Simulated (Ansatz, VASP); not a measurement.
**Mg in VASP and in Ansatz**

INCAR

```
PREC = Accurate
ENCUT = 520
EDIFF = 1E-8
ISMEAR = -1
SIGMA = 0.08
LREAL = F
LASPH = T
NELM = 100
ALGO = Normal
ISIF = 2
LWAVE = F
LCHARG = F
GGA = PE
LEFG = T
NBANDS = 7
```

The input KPOINTS:

```
regular mesh
0
Gamma
  13 13 13
```

POSCAR

```
Mg
1.0
    0.0000000000      2.2611974869      2.2611974869
    2.2611974869      0.0000000000      2.2611974869
    2.2611974869      2.2611974869      0.0000000000
Mg
1
Direct
    0.0000000000      0.0000000000      0.0000000000
```

Input for Ansatz:

```yaml
crystal:
  lattice:
    - [0.0, 2.2611974869, 2.2611974869]
    - [2.2611974869, 0.0, 2.2611974869]
    - [2.2611974869, 2.2611974869, 0.0]
  atoms:
    - { symbol: Mg, position: [0.0, 0.0, 0.0] }
kpoints:
  mp_grid: { grid: [13, 13, 13] }
  band_path:
    path:
      - [0.0, 0.0, 0.0]
      - [0.5, 0.0, 0.5]
      - [0.625, 0.25, 0.625]
      - [0.375, 0.375, 0.75]
      - [0.0, 0.0, 0.0]
      - [0.5, 0.5, 0.5]
      - [0.5, 0.25, 0.75]
      - [0.5, 0.0, 0.5]
    npoints: 8
scf:
  occupations: { method: fermi_dirac, width: 0.08 }
hamiltonian:
  xc: pbe
  pseudopotentials: { kind: paw }
output:
  forces: true
  stress: true
  eigenvalues: true
  efg: { contact_densities: true }
  populations: true
  bader: true
  dos: { projected: true, de: 0.2, e_range: [-14, 8] }
  write_density: true
  write_potential: true
  elf: true
  volumetric_format: npy
```

Alike in both runs: task electric field gradients; functional PBE; k mesh 13 × 13 × 13; occupations fermi-dirac, width 0.08 eV; no spin polarisation.

|  | VASP | Ansatz |
| --- | --- | --- |
| version | VASP 6.6.1 | Ansatz 0.2.0 |
| potentials or method | VASP PAW PBE potentials, release 64 (Mg) | PAW with Ansatz's default frozen-core files, scalar-relativistic |
| plane-wave cutoff (eV) | 520 | 420 |
| valence electrons in the cell | 2 | 10 |

```tsv
	VASP	Ansatz	Ansatz less VASP
pressure (GPa)	-0.1	0.0	+0.12
Vzz of the field gradient on the site that differs most (V/Å²)	0.0	0.0	0.00
```

The two sets of potentials don't hold the same shells in valence.
